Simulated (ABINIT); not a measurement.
Input of an ABINIT 10.8.3 (patched build) run:

Contents of run.abi:

```
pp_dirpath "./"
pseudos "Gd.GGA_PBE-JTH.xml"

acell 3.636 3.636 5.7826 Angstrom
rprim
     1.0000000000     0.0000000000     0.0000000000
    -0.5000000000     0.8660254038     0.0000000000
     0.0000000000     0.0000000000     1.0000000000
ntypat 1
znucl 64
natom 2
typat 1 1
chkprim 0
chksymtnons 0
tolsym 1.0e-6
xred
            2/3            1/3            3/4
            1/3            2/3            1/4

ecut 20.0
pawecutdg 40.0
pawxcdev 0
ecutsm 0.5

kptopt 1
ngkpt 6 6 4
nshiftk 1
shiftk 0.0 0.0 0.0

ixc 11

nband 29
occopt 3
tsmear 0.00183747

nsppol 2
spinat
     0.0000000000     0.0000000000     7.0000000000
     0.0000000000     0.0000000000     7.0000000000

nstep 80
tolvrs 1.0e-10

iomode 3
prteig 0
prtebands 0
prtwf 0
prtden 0

ionmov 2
optcell 2
ntime 50
tolmxf 2.0e-5
dilatmx 1.08
```

Potentials or basis: JTH PAW PBE v2.0.

Run with:

```bash
$ mpirun --bind-to none -np 4 abinit run.abi > log 2>&1
```

What does it give for the net moment?

15.42 μB per cell.

Predict the space group after relaxing (to 0.05 Å).

P6_3/mmc (No. 194).

Final structure:
```yaml
crystal:
  lattice:
    - [3.64803, 0.00000, 0.00000]
    - [-1.82401, 3.15928, 0.00000]
    - [0.00000, 0.00000, 5.83701]
  atoms:
    - { symbol: Gd, position: [0.66667, 0.33333, 0.75000] }
    - { symbol: Gd, position: [0.33333, 0.66667, 0.25000] }
```

 PBE usually gives volumes a little too large and moduli too small.
